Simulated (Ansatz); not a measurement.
All numbers below come from DFT PBE, scalar-relativistic, plane waves, PAW in Ansatz. Settings: cutoff 420 eV, Γ-centred meshes spaced at most about 0.3 Å⁻¹, and about 0.25 Å⁻¹ or finer for metals (2π included), Gaussian smearing. No spin polarisation.

Each guess is relaxed in cell and atoms at zero pressure, on a coarse mesh first where it starts far from rest and then on a converged one. The steps can't lower the symmetry of the start, but it can rise. Energies are static (0 K, no zero-point motion).

Two unrelaxed guesses for BaH:

Guess 1.

```yaml
crystal:
  lattice:
    - [-2.10556, 2.10556, 2.80917]
    - [2.10556, -2.10556, 2.80917]
    - [2.10556, 2.10556, -2.80917]
  atoms:
    - { symbol: Ba, position: [0.00000, 0.00000, 0.00000] }
    - { symbol: H, position: [0.25000, 0.75000, 0.50000] }
```

Guess 2.

```yaml
crystal:
  lattice:
    - [3.70141, 0.00000, 0.00000]
    - [0.00000, 3.70141, 0.00000]
    - [0.00000, 0.00000, 3.70141]
  atoms:
    - { symbol: Ba, position: [0.00000, 0.00000, 0.00000] }
    - { symbol: H, position: [0.50000, 0.50000, 0.50000] }
```

Question: Do they relax into the same structure? If not, which is lower?

Answer: No. Guess 1 ends lower, by 0.32 eV/atom. Guess 1: I-4m2 at 24.9 Å³/atom → F-43m (zinc blende type) at 28.9 Å³/atom; Guess 2: Pm-3m at 25.4 Å³/atom → Pm-3m (caesium chloride type) at 22.7 Å³/atom. Counting H atoms around Ba (those within 1.25 times the shortest such distance or 1.15 times the sum of covalent radii), the end of guess 1 has Ba 4 and the end of guess 2 has Ba 8. End of guess 1. Conventional cell: a = 6.140 Å. Around Ba lie 4 H at 2.66 Å; H has 4 Ba at 2.66 Å. End of guess 2. Conventional cell: a = 3.569 Å. Ba has 8 H at 3.09 Å and 6 Ba at 3.57 Å; H has 8 Ba at 3.09 Å and 6 H at 3.57 Å.

Ends held by symmetry can be saddle points. Neither end is the lowest form computed: that has the rock salt type, space group Fm-3m (No. 225) and lies 17 meV/atom below the better end. With hydrogen, zero-point motion can shift such differences by 10 meV/atom or more. Some structure types and database cells were kept out of the candidates from the start, so a known form may be missing.
